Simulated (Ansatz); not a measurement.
**SiO2 (P3_121): the host for defect calculations**

Aim: the runs on the perfect crystal SiO2 (P3_121) that a defect calculation needs first.

Method: plane-wave PAW DFT, PBEsol; relaxation of the host's cell and atoms; PAW set soft_1, in the first sound run; inputs show where later runs differ, in Ansatz 0.2.0.

Most raw output is cut from this account.

### Step 1. The starting structure

The structure is trigonal, space group P3_121 (No. 152). The conventional cell has a = 4.915 Å, b = 4.915 Å, c = 5.431 Å, α = 90.00°, β = 90.00°, γ = 120.00°. Si has 4 O at 1.61 to 1.62 Å nearest. Nearest to O lie 2 Si at 1.61 to 1.62 Å. Farther neighbours and most contacts between anions are not listed.

### Step 2. Host cell relaxation

Lattice and positions are set free, within the symmetry that the program keeps.

Contents of cell/input.yaml:

```yaml
crystal:
  lattice:
    - [4.9149662, 0.0, 0.0]
    - [-2.4574831, 4.2564856, 0.0]
    - [0.0, 0.0, 5.4313011]
  atoms:
    - { symbol: Si, position: [0.53108859, 0.53108859, 0.0] }
    - { symbol: Si, position: [0.0, 0.46891141, 0.66666667] }
    - { symbol: Si, position: [0.46891141, 0.0, 0.33333333] }
    - { symbol: O, position: [0.26922311, 0.41339429, 0.78489098] }
    - { symbol: O, position: [0.58660571, 0.85582882, 0.11822431] }
    - { symbol: O, position: [0.14417118, 0.73077689, 0.45155765] }
    - { symbol: O, position: [0.41339429, 0.26922311, 0.21510902] }
    - { symbol: O, position: [0.73077689, 0.14417118, 0.54844235] }
    - { symbol: O, position: [0.85582882, 0.58660571, 0.88177569] }
basis:
  ecutwfc: 420
  xc_grid: 2
hamiltonian:
  xc: pbesol
  pseudopotentials: { kind: paw, azcp: { folder: soft_1 }, xc_functional: pbe }
kpoints:
  mp_grid: { grid: [7, 7, 5] }
scf:
  occupations: { method: fixed }
  max_iter: 100
relax:
  f_tol: 0.005
  max_steps: 60
  cell: {}
output:
  forces: true
  stress: true
checkpoint:
  write: "../cell.run"
  compress: false
  write_wavefunctions: false
  write_every: 100000
```

Started as:

```console
> ansatz run input.yaml --threads 32 --pin off --max-ram 84787MiB --backend cuda --events-out ev --progress --plain --runs-dir out --max-vram 78GiB
```

The job ended after 2.7 s (1 × NVIDIA GB200 with 32 threads of Arm Neoverse V2, shared host; peak memory 1.1 GiB).

Step by step:

| step | energy less that of the first step (eV) | largest force component (eV/Å) | pressure (GPa) | volume (Å³) |
| --- | --- | --- | --- | --- |
| 1 | 0.0000 | 0.1634 | 2.72 | 113.63 |
| 2 | -0.0080 | 0.1015 | 1.42 | 114.41 |
| 3 | -0.0101 | 0.0292 | -0.01 | 115.27 |
| 4 | -0.0108 | 0.0120 | 0.00 | 115.13 |
| 5 | -0.0107 | 0.0013 | 0.00 | 115.20 |
| 6 | -0.0148 | 0.0014 | 0.07 | 115.20 |
| 7 | -0.0144 | 0.0008 | 0.01 | 115.39 |
| 8* | -0.0150 | 0.0008 | 0.01 | 115.39 |

Relaxation steps marked * repeat the geometry before them on a plane-wave basis chosen anew for their cell, so energy and pressure can jump there. The log counts 2 steps on a newly chosen plane-wave basis, not all of them marked here; energy and pressure can jump at such steps.

The run keeps the 6 symmetry operations that it works with, so distortions that break them were not tested.

```
conventional cell, symmetrised  before  after  change
                         a (Å)   4.915  4.948  +0.7 %
                         b (Å)   4.915  4.948  +0.7 %
                         c (Å)   5.431  5.441  +0.2 %
              volume (Å³/atom)   12.63  12.82  +1.6 %
```

This step gave:

| Quantity | Value |
| --- | --- |
| pressure | 0.01236 GPa |

The relaxation ends with a largest force component of 8.2e-4 eV/Å and a pressure of 0.01 GPa.

### Step 3. Dielectric tensors of the host

The response to a uniform electric field gives the electronic dielectric tensor.

This step: plane-wave PAW DFPT, PBEsol; dielectric tensors, Born charges and zone-centre modes of the host; PAW set soft_1 (Ansatz 0.2.0).

Contents of eps/input.yaml:

```yaml
crystal:
  lattice:
    - [4.9484137309, 0.0, 0.0]
    - [-2.4742068654, 4.2854519994, 0.0]
    - [0.0, 0.0, 5.4413216671]
  atoms:
    - { symbol: Si, position: [0.5297148839, 0.5297148839, 0.0] }
    - { symbol: Si, position: [0.0, 0.4702851161, 0.6666666667] }
    - { symbol: Si, position: [0.4702851161, 0.0, 0.3333333333] }
    - { symbol: O, position: [0.2670818754, 0.4124867885, 0.7853886872] }
    - { symbol: O, position: [0.5875132115, 0.8545950869, 0.1187220206] }
    - { symbol: O, position: [0.1454049131, 0.7329181246, 0.4520553539] }
    - { symbol: O, position: [0.4124867885, 0.2670818754, 0.2146113128] }
    - { symbol: O, position: [0.7329181246, 0.1454049131, 0.5479446461] }
    - { symbol: O, position: [0.8545950869, 0.5875132115, 0.8812779794] }
basis:
  ecutwfc: 420
hamiltonian:
  xc: pbesol
  pseudopotentials: { kind: paw, azcp: { folder: soft_1 }, xc_functional: pbe }
kpoints:
  mp_grid: { grid: [6, 6, 5] }
scf:
  occupations: { method: fixed }
  max_iter: 100
phonons:
  method: dfpt
  dielectric: true
  rigid_motions: translations
```

The job ended after 6.4 s (1 × NVIDIA GB200 with 32 threads; peak memory 2.1 GiB; 49 s of CPU time).

Electronic dielectric tensor:

```
2.49 0.00 0.00
0.00 2.49 0.00
0.00 0.00 2.52
```

Static dielectric tensor:

```
4.63 0.00 0.00
0.00 4.63 0.00
0.00 0.00 4.85
```

The principal values of the electronic dielectric tensor are 2.49, 2.49 and 2.52. The principal values of the static dielectric tensor are 4.63, 4.63 and 4.85.

### Step 4. Defect free supercell relaxed in its symmetry

This cell, the one that will hold the defects, is built from the relaxed host. Its coarser k-points can move the atoms a little, so it is relaxed from the symmetric sites, as the reference for the test of stability.

This step: plane-wave PAW DFT, PBEsol; relaxation of the defect-free supercell in its symmetry; PAW set soft_1 (Ansatz 0.2.0).

System of this step: SiO2 (P3_121). The cell holds 72 atoms: 24 Si and 48 O. Its edges and angles: a = 9.897 Å, b = 9.897 Å, c = 10.883 Å, α = 90.0°, β = 90.0°, γ = 120.0°.

Contents of pristine.symmetric/input.yaml:

```yaml
crystal:
  lattice:
    - [9.8968274618, 0.0, 0.0]
    - [-4.9484137309, 8.5709039988, 0.0]
    - [0.0, 0.0, 10.8826433342]
  atoms:
    - { symbol: Si, position: [0.264857442, 0.264857442, 0.0] }
    - { symbol: Si, position: [0.0, 0.235142558, 0.3333333334] }
    - { symbol: Si, position: [0.235142558, 0.0, 0.1666666666] }
    - { symbol: O, position: [0.1335409377, 0.2062433942, 0.3926943436] }
    - { symbol: O, position: [0.2937566058, 0.4272975434, 0.0593610103] }
    - { symbol: O, position: [0.0727024566, 0.3664590623, 0.226027677] }
    - { symbol: O, position: [0.2062433942, 0.1335409377, 0.1073056564] }
    - { symbol: O, position: [0.3664590623, 0.0727024566, 0.273972323] }
[... 60 atom lines left out ...]
    - { symbol: O, position: [0.5727024566, 0.8664590623, 0.726027677] }
    - { symbol: O, position: [0.7062433942, 0.6335409377, 0.6073056564] }
    - { symbol: O, position: [0.8664590623, 0.5727024566, 0.773972323] }
    - { symbol: O, position: [0.9272975434, 0.7937566058, 0.9406389897] }
basis:
  ecutwfc: 420
  xc_grid: 2
hamiltonian:
  xc: pbesol
  pseudopotentials: { kind: paw, azcp: { folder: soft_1 }, xc_functional: pbe }
kpoints:
  mp_grid: { grid: [1, 1, 1] }
scf:
  occupations: { method: fermi_dirac, width: 0.01 }
  max_iter: 100
  lower_state_search: "off"
output:
  forces: true
relax:
  f_tol: 0.015
  max_steps: 60
  escape_saddle: false
checkpoint:
  write: "../pristine.symmetric.run"
  compress: false
  write_wavefunctions: false
  write_every: 100000
```

Elapsed: 1.1 s, on 1 × NVIDIA GB200 with 32 threads; peak memory 1.1 GiB; 4.1 s of CPU time.

No atom moved by 0.005 Å in the relaxation.

### Step 5. Defect free supercell relaxed from displaced atoms

This step: plane-wave PAW DFT, PBEsol; relaxation of the defect-free supercell from random displacements, a test of the host's stability; PAW set soft_1 (Ansatz 0.2.0).

pristine.rattled/input.yaml, as its differences from pristine.symmetric/input.yaml of step 4:

```diff
@@ -94,6 +94,6 @@
   f_tol: 0.015
-  max_steps: 60
-  escape_saddle: false
+  max_steps: 120
+  random_displacement: { amplitude: 0.06, seed: 3393 }
 checkpoint:
-  write: "../pristine.symmetric.run"
+  write: "../pristine.rattled.run"
   compress: false
```

Run time: 2.3 s. Hardware: 1 × NVIDIA GB200 with 32 threads; peak memory 1.1 GiB; 10 s of CPU time.

Relaxation path:

| step | energy less that of the first step (eV) | largest force component (eV/Å) |
| --- | --- | --- |
| 1 | 0.0000 | 4.3098 |
| 2 | -2.2202 | 2.7210 |
| 3 | -3.8220 | 0.0819 |
| 4 | -3.8267 | 0.0023 |
| 5 | -3.8267 | 0.0023 |

The relaxation ends 53 meV an atom lower than the displaced start, with a largest force component of 0.0023 eV/Å.

### Step 6. Host on a dense mesh

This step: plane-wave PAW DFT, PBEsol; single point of the defect-free host, a test of the k-point sampling; PAW set soft_1 (Ansatz 0.2.0).

System of this step: SiO2 (P3_121). It takes space group P3_121 (No. 152, trigonal). The conventional cell has a = 4.948 Å, b = 4.948 Å, c = 5.441 Å, α = 90.00°, β = 90.00°, γ = 120.00°. Nearest to Si lie 4 O at 1.62 Å. O has 2 Si at 1.62 Å nearest. Farther neighbours and most contacts between anions are not listed.

dense/input.yaml, as its differences from eps/input.yaml of step 3:

```diff
@@ -17,2 +17,3 @@
   ecutwfc: 420
+  xc_grid: 2
 hamiltonian:
@@ -21,9 +22,11 @@
 kpoints:
-  mp_grid: { grid: [6, 6, 5] }
+  mp_grid: { grid: [7, 7, 5] }
 scf:
-  occupations: { method: fixed }
+  occupations: { method: fermi_dirac, width: 0.01 }
   max_iter: 100
-phonons:
-  method: dfpt
-  dielectric: true
-  rigid_motions: translations
+  lower_state_search: "off"
+checkpoint:
+  write: "../dense.run"
+  compress: false
+  write_wavefunctions: false
+  write_every: 100000
```

Wall time 1.2 s (1 × NVIDIA GB200 with 32 threads); peak memory 1.1 GiB.

### Step 7. Defect free supercell at the zone centre

The supercell is run at the zone centre, to see how far that sampling misses the dense mesh.

System of this step: SiO2 (P3_121). The cell holds 72 atoms: 24 Si and 48 O. Cell: a = 9.897 Å, b = 9.897 Å, c = 10.883 Å, α = 90.0°, β = 90.0°, γ = 120.0°.

pristine.sampling_gamma/input.yaml, as its differences from pristine.rattled/input.yaml of step 5:

```diff
@@ -90,10 +90,4 @@
   lower_state_search: "off"
-output:
-  forces: true
-relax:
-  f_tol: 0.015
-  max_steps: 120
-  random_displacement: { amplitude: 0.06, seed: 3393 }
 checkpoint:
-  write: "../pristine.rattled.run"
+  write: "../pristine.sampling_gamma.run"
   compress: false
```

Run time: 0.92 s. Hardware: 1 × NVIDIA GB200 with 32 threads; peak memory 1.1 GiB; 2.5 s of CPU time.

### Step 8. Outcome

| Item | Value |
| --- | --- |
| primitive cell vectors, lengths | 4.948, 4.948, 5.441 Å |
| electronic dielectric constant | principal values (2.49, 2.49, 2.52) |
| static dielectric constant | principal values (4.63, 4.63, 4.85) |
| gap on the k-mesh of the response run (PBEsol) | 5.72 eV |
| supercell relaxed in its symmetry less the displaced and relaxed one | 0.000 eV |
| energy an atom at the zone centre alone less that on the dense mesh | 0.001 eV |

In words: Step 5: The energy fell by 3.827 eV from the randomly displaced start; against the sites as typed, O58 ends farthest off, by 0.01 Å, once the mean shift is taken out. The displaced cell ends within 0.01 eV of the symmetric one relaxed in its symmetry, so no lower structure shows in this supercell. The k-mesh can miss the band edges, so this gap is an upper bound at this level. All at zero temperature.

[Logs are printed without paths, hosts, clocks, repeated set-up lines and the standing remarks that a program may print on its own settings, such as how far it seeks lower states.]

[Hosts, paths, dates, database ids (printed as entryN), source tags and the programs' standing remarks are cut or masked in the printed files.]

[Runs of the host that timed out are not shown.]

[For some hosts the program warned that the k-mesh of the response run may be too coarse for force constants and the static dielectric constant; such warnings are not always shown.]
